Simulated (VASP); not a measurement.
# RbCl (Fm-3m) in VASP: notebook, part 2 of 2

VASP 6.6.1. Earlier steps stand in the parts before.

### Step 3. Relaxation of the atoms, PBE+D3(BJ) (a relaxed cell with its volume scaled by 0.96)

Contents of INCAR:

```
SYSTEM = RbCl
ALGO = Normal
EDIFF = 1E-7
EDIFFG = -0.01
ENCUT = 600
GGA = PE
IBRION = 2
ISIF = 2
ISMEAR = 0
IVDW = 12
LASPH = .TRUE.
LCHARG = .FALSE.
LREAL = .FALSE.
LWAVE = .FALSE.
NELM = 80
NSW = 40
PREC = Accurate
SIGMA = 0.03
```

Contents of KPOINTS:

```
k-points
0
G
  8 8 8
  0 0 0
```

Contents of POSCAR:

```
RbCl                                    
1.0
    0.0000000000      3.2520562113      3.2520562113
    3.2520562113      0.0000000000      3.2520562113
    3.2520562113      3.2520562113      0.0000000000
  Rb              Cl            
     1     1
Direct
     0.0000000000000000    0.0000000000000000    0.0000000000000000
     0.5000000000000000    0.5000000000000000    0.5000000000000000
```

Potentials or basis: VASP PAW PBE potentials, release 64 (Rb_sv, Cl).

Launch:

```
cat potpaw_PBE.64/Rb_sv/POTCAR potpaw_PBE.64/Cl/POTCAR > POTCAR
mpirun -np 1 vasp_std > vasp.out
```

OUTCAR:

```text
SYSTEM = RbCl
   EDIFF = 1E-7
   EDIFFG = -0.01
   ENCUT = 600
   GGA = PE
   IBRION = 2
   ISIF = 2
   ISMEAR = 0
   IVDW = 12
   LASPH = .TRUE.
   LREAL = .FALSE.
   NELM = 80
   NSW = 40
   PREC = Accurate
 IVDW          = 12

 ion  position               nearest neighbor table
   1  0.000  0.000  0.000-   2 3.25   2 3.25   2 3.25   2 3.25   2 3.25   2 3.25
   2  0.500  0.500  0.500-   1 3.25   1 3.25   1 3.25   1 3.25   1 3.25   1 3.25

  LATTYP: Found a face centered cubic cell.
 ALAT       =     6.5041124226

  Lattice vectors:

 A1 = (   0.0000000000,   3.2520562113,   3.2520562113)
 A2 = (   3.2520562113,   0.0000000000,   3.2520562113)
 A3 = (   3.2520562113,   3.2520562113,   0.0000000000)

Analysis of symmetry for initial positions (statically):
=====================================================================
 Subroutine PRICEL returns:
 Original cell was already a primitive cell.

 Routine SETGRP: Setting up the symmetry group for a
 face centered cubic supercell.

 Subroutine GETGRP returns: Found 48 space group operations
 (whereof 48 operations were pure point group operations)
 out of a pool of 48 trial point group operations.

The static configuration has the point symmetry O_h .

Analysis of symmetry for dynamics (positions and initial velocities):
=====================================================================
 Subroutine PRICEL returns:
 Original cell was already a primitive cell.

 Routine SETGRP: Setting up the symmetry group for a
 face centered cubic supercell.

 Subroutine GETGRP returns: Found 48 space group operations
 (whereof 48 operations were pure point group operations)
 out of a pool of 48 trial point group operations.

The dynamic configuration has the point symmetry O_h .

 Subroutine INISYM returns: Found 48 space group operations
 (whereof 48 operations are pure point group operations),
 and found     1 'primitive' translations

----------------------------------------------------------------------------------------

                                     Primitive cell

  volume of cell :      68.7866

  direct lattice vectors                    reciprocal lattice vectors
     0.000000000  3.252056211  3.252056211    -0.153748880  0.153748880  0.153748880
     3.252056211  0.000000000  3.252056211     0.153748880 -0.153748880  0.153748880
     3.252056211  3.252056211  0.000000000     0.153748880  0.153748880 -0.153748880

  length of vectors
     4.599102000  4.599102000  4.599102000     0.266300872  0.266300872  0.266300872

  position of ions in fractional coordinates (direct lattice)
     0.000000000  0.000000000  0.000000000
     0.500000000  0.500000000  0.500000000

  ion indices of the primitive-cell ions
   primitive index   ion index
                 1           1
                 2           2

----------------------------------------------------------------------------------------

 KPOINTS: k-points

Automatic generation of k-mesh.
 Grid dimensions read from file:
 generate k-points for:    8    8    8

 Generating k-lattice:

  Cartesian coordinates                     Fractional coordinates (reciprocal lattice)
[... 43 lines left out ...]
   number of dos      NEDOS =    301   number of ions     NIONS =      2
   total plane-waves  NPLWV =  64000
   dimension x,y,z NGX =    40 NGY =   40 NGZ =   40
   dimension x,y,z NGXF=    80 NGYF=   80 NGZF=   80
   ions per type =               1   1
   NGX,Y,Z   is equivalent  to a cutoff of  14.46, 14.46, 14.46 a.u.
   NGXF,Y,Z  is equivalent  to a cutoff of  28.92, 28.92, 28.92 a.u.
 SYSTEM =  RbCl
   PREC   = accura    normal or accurate (medium, high low for compatibility)
   ISTART =      0    job   : 0-new  1-cont  2-samecut
   ICHARG =      2    charge: 1-file 2-atom 10-const
   ISPIN  =      1    spin polarized calculation?
   LNONCOLLINEAR =      F non collinear calculations
   LSORBIT =      F    spin-orbit coupling
   LASPH  =      T    aspherical Exc in radial PAW
   ENCUT  =  600.0 eV  44.10 Ry    6.64 a.u.   9.19  9.19  9.19*2*pi/ulx,y,z
   NELM   =     80;   NELMIN=  2; NELMDL= -5     # of ELM steps
   EDIFF  = 0.1E-06   stopping-criterion for ELM
   LREAL  =      F    real-space projection
   EDIFFG = -.1E-01   stopping-criterion for IOM
   NSW    =     40    number of steps for IOM
   IBRION =      2    ionic relax: 0-MD 1-quasi-New 2-CG
   NFREE  =      1    steps in history (QN), initial steepest desc. (CG)
   ISIF   =      2    stress and relaxation
   ISYM   =      2    0-nonsym 1-usesym 2-fastsym
   POTIM  = 0.5000    time-step for ionic-motion
   TEBEG  =    0.0;   TEEND  =   0.0 temperature during run
   PSTRESS=    0.0 pullay stress
   NELECT =      16.0000    total number of electrons
   NUPDOWN=      -1.0000    fix difference up-down
   EMIN   =  10.00;   EMAX   =-10.00  energy-range for DOS
   EFERMI =   0.00;   METHOD = LEGACY
   ISMEAR =     0;   SIGMA  =   0.03  broadening in eV -4-tet -1-fermi 0-gaus
   EFERMI_NEDOS =   21; number of points for ismear=-14 and -15
   IALGO  =     38    algorithm
   IMIX   =      4    mixing-type and parameters
     AMIX     =   0.40;   BMIX     =  1.00
     AMIX_MAG =   1.60;   BMIX_MAG =  1.00
  volume/ion in A,a.u.               =      34.39       232.10
  Fermi-wavevector in a.u.,A,eV,Ry     =   1.006808  1.902592 13.791721  1.013663
  Thomas-Fermi vector in A             =   2.139574
   LORBIT       =      0    0 simple, 1 ext, 2 COOP (PROOUT), +10 PAW based schemes
   GGA     = PE    functional components
   LHFCALC =     F    Hartree Fock is set to
   AEXX    =    0.0000 exact exchange contribution
   IVDW    =    12    specifies the selected vdW correction
   LEPSILON=     F    determine dielectric tensor
   LRPA    =     F    only Hartree local field effects (RPA)
 conjugate gradient relaxation of ions
 non-spin polarized calculation
 Gauss-broadening in eV      SIGMA  =   0.03
  energy-cutoff  :      600.00
  volume of cell :       68.79
 maximum number of plane-waves:      2313
 NGX is ok and might be reduce to    40
   NGX = 19   NGY = 19   NGZ = 19

 number of electron      15.9999999 magnetization

 Free energy of the ion-electron system (eV)
  ---------------------------------------------------
  ext. energy  EPLUGINS =         0.00000000
  ---------------------------------------------------
  free energy    TOTEN  =        -6.64612671 eV

  energy without entropy =       -6.64612671  energy(sigma->0) =       -6.64612671

 E-fermi :  -1.5875     XC(G=0):  -7.4955

 val. band max:       -1.7420776317   @ k =   0.0000   0.0000   0.0000
 cond. band min:       3.3717405344   @ k =   0.0000   0.0000   0.0000
 fundamental gap:      5.1138181661
 Fermi energy:        -1.5874761611

 k-point     1 :       0.0000    0.0000    0.0000
  band No.  band energies     occupation
      1     -25.5817      2.00000
      2     -13.7724      2.00000
      3      -9.6302      2.00000
      4      -9.6302      2.00000
      5      -9.6302      2.00000
      6      -1.7421      2.00000
      7      -1.7421      2.00000
      8      -1.7421      2.00000
      9       3.3717      0.00000
     10       6.2735      0.00000
     11       6.2735      0.00000
     12       6.2735      0.00000
[... 331 lines left out ...]
 k-point    24 :      -0.3750    0.2500    0.1250
  band No.  band energies     occupation
      1     -25.5597      2.00000
      2     -13.8043      2.00000
      3      -9.7413      2.00000
      4      -9.7254      2.00000
      5      -9.6177      2.00000
      6      -2.4264      2.00000
      7      -2.0588      2.00000
      8      -2.0451      2.00000
      9       6.0740      0.00000
     10       6.2042      0.00000
     11       8.1439      0.00000
     12       8.3397      0.00000

 [... further k-points ...]

------------------------ aborting loop because EDIFF is reached ----------------------------------------

 Edisp (eV)   -0.37660

 E8    (eV) :    -0.1802

  FORCE on cell =-STRESS in cart. coord.  units (eV):
  Direction    XX          YY          ZZ          XY          YZ          ZX
  --------------------------------------------------------------------------------------
  -------------------------------------------------------------------------------------
  Total       0.31244     0.31244     0.31244    -0.00000     0.00000     0.00000
  in kB       7.27746     7.27746     7.27746    -0.00000     0.00000     0.00000
  external pressure =        7.28 kB  Pullay stress =        0.00 kB

 VOLUME and BASIS-vectors are now :
 -----------------------------------------------------------------------------
  energy-cutoff  :      600.00
  volume of cell :       68.79
      direct lattice vectors                 reciprocal lattice vectors
     0.000000000  3.252056211  3.252056211    -0.153748880  0.153748880  0.153748880
     3.252056211  0.000000000  3.252056211     0.153748880 -0.153748880  0.153748880
     3.252056211  3.252056211  0.000000000     0.153748880  0.153748880 -0.153748880

 POSITION                                       TOTAL-FORCE (eV/Angst)
 -----------------------------------------------------------------------------------
      0.00000      0.00000      0.00000         0.000000     -0.000000     -0.000000
      3.25206      3.25206      3.25206        -0.000000      0.000000      0.000000
 -----------------------------------------------------------------------------------
    total drift:                                0.000000     -0.000000      0.000000

  FREE ENERGIE OF THE ION-ELECTRON SYSTEM (eV)
  ---------------------------------------------------
  free  energy   TOTEN  =        -7.0227220826 eV

  energy  without entropy=       -7.0227220826  energy(sigma->0) =       -7.02272208

 reached required accuracy - stopping structural energy minimisation
```

OSZICAR:

```text
N       E                     dE             d eps       ncg     rms          rms(c)
DAV:   1     0.100660671121E+03    0.10066E+03   -0.77209E+03   696   0.130E+03
DAV:   2    -0.444548123601E+00   -0.10111E+03   -0.94419E+02  1024   0.207E+02
DAV:   3    -0.686051524885E+01   -0.64160E+01   -0.63859E+01   876   0.586E+01
DAV:   4    -0.699735759066E+01   -0.13684E+00   -0.13675E+00  1096   0.873E+00
DAV:   5    -0.699828640529E+01   -0.92881E-03   -0.92877E-03   876   0.760E-01    0.335E+00
DAV:   6    -0.665095218833E+01    0.34733E+00   -0.63659E-01   824   0.435E+00    0.264E+00
DAV:   7    -0.663019823576E+01    0.20754E-01   -0.16411E-01   860   0.232E+00    0.149E+00
DAV:   8    -0.664392143293E+01   -0.13723E-01   -0.19338E-02   860   0.102E+00    0.163E-01
DAV:   9    -0.664565317804E+01   -0.17317E-02   -0.30714E-03   888   0.340E-01    0.109E-01
DAV:  10    -0.664609441308E+01   -0.44124E-03   -0.40971E-04   764   0.168E-01    0.130E-02
DAV:  11    -0.664611980910E+01   -0.25396E-04   -0.36991E-05   904   0.468E-02    0.709E-03
DAV:  12    -0.664612677163E+01   -0.69625E-05   -0.17155E-05   784   0.309E-02    0.359E-03
DAV:  13    -0.664612663328E+01    0.13836E-06   -0.36406E-07   916   0.488E-03    0.127E-03
DAV:  14    -0.664612670722E+01   -0.73940E-07   -0.24938E-07   800   0.380E-03
   1 F= -.70227221E+01 E0= -.70227221E+01  d E =-.702272E+01
```

Run time: 16 s. Hardware: 1 thread of Intel Xeon 6975P-C (Granite Rapids), shared host; peak memory 0.25 GiB.

Results:

```yaml
Free_energy: -7.0227 eV
Pressure_after_relaxing: 0.7 GPa
Band_gap_on_the_k_mesh: 5.11 eV, direct
Dispersion_energy_per_atom: -0.188 eV
```

Final structure:
```yaml
crystal:
  lattice:
    - [0.00000, 3.25206, 3.25206]
    - [3.25206, 0.00000, 3.25206]
    - [3.25206, 3.25206, 0.00000]
  atoms:
    - { symbol: Rb, position: [0.00000, 0.00000, 0.00000] }
    - { symbol: Cl, position: [0.50000, 0.50000, 0.50000] }
```

Caveat: the relaxation stopped at its first step, so nothing moved. A k mesh can miss the band edges.

### Step 4. Relaxation of the atoms, PBE+D3(BJ) (a relaxed cell with its volume scaled by 0.98)

INCAR is that of step 3.

KPOINTS is that of step 3.

Contents of POSCAR:

```
RbCl                                    
1.0
    0.0000000000      3.2744848939      3.2744848939
    3.2744848939      0.0000000000      3.2744848939
    3.2744848939      3.2744848939      0.0000000000
  Rb              Cl            
     1     1
Direct
     0.0000000000000000    0.0000000000000000    0.0000000000000000
     0.5000000000000000    0.5000000000000000    0.5000000000000000
```

Launch:

```
cat potpaw_PBE.64/Rb_sv/POTCAR potpaw_PBE.64/Cl/POTCAR > POTCAR
mpirun -np 1 vasp_std > vasp.out
```

It took 16 s on 1 thread of Intel Xeon 6975P-C (Granite Rapids), shared host; peak memory 0.25 GiB.

It converged, with:

```yaml
Free_energy: -7.0275 eV
Pressure_after_relaxing: 0.3 GPa
Band_gap_on_the_k_mesh: 5.05 eV, direct
Dispersion_energy_per_atom: -0.184 eV
```

Final structure:
```cif
data_structure
_symmetry_space_group_name_H-M 'P 1'
_symmetry_Int_Tables_number 1
_cell_length_a 4.6308
_cell_length_b 4.6308
_cell_length_c 4.6308
_cell_angle_alpha 60.000
_cell_angle_beta 60.000
_cell_angle_gamma 60.000
_cell_volume 70.22
loop_
_atom_site_label
_atom_site_type_symbol
_atom_site_fract_x
_atom_site_fract_y
_atom_site_fract_z
_atom_site_occupancy
Rb1 Rb 0.00000 0.00000 0.00000 1
Cl1 Cl 0.50000 0.50000 0.50000 1
```

Levels at points of the mesh, in eV from the valence-band top:
```tsv
k point	band 4	band 5	band 6	band 7	band 8	band 9	band 10	band 11	band 12
(0.00, 0.00, 0.00)	-7.94	-7.94	0.00	0.00	0.00	5.05	8.00	8.00	8.00
(0.50, 0.00, 0.00)	-7.95	-7.91	-0.88	-0.35	-0.35	7.80	8.03	10.21	10.21
(0.50, 0.50, 0.00)	-8.04	-8.04	-0.32	-0.10	-0.10	6.20	8.14	9.80	10.11
```

Caveat: the relaxation stopped at its first step, so nothing moved. A k mesh can miss the band edges.

### Step 5. The runs side by side

```tsv
cell	gap on the mesh (eV)	pressure (GPa)
atoms relaxed from: a relaxed cell with its volume scaled by 0.94	5.18	1.2
atoms relaxed from: a relaxed cell with its volume scaled by 0.96	5.11	0.7
atoms relaxed from: a relaxed cell with its volume scaled by 0.98	5.05	0.3
```

Alike in all rows: task relaxation of the atoms; level PBE+D3(BJ); potentials or basis VASP PAW PBE potentials, release 64 (Rb_sv, Cl); no spin polarisation; k mesh 8 × 8 × 8; cutoff (eV) 600; smearing gaussian 0.03 eV.

Caveats: the relaxation stopped at its first step, so nothing moved.

Absolute energies hang on the potentials; compare differences alone.
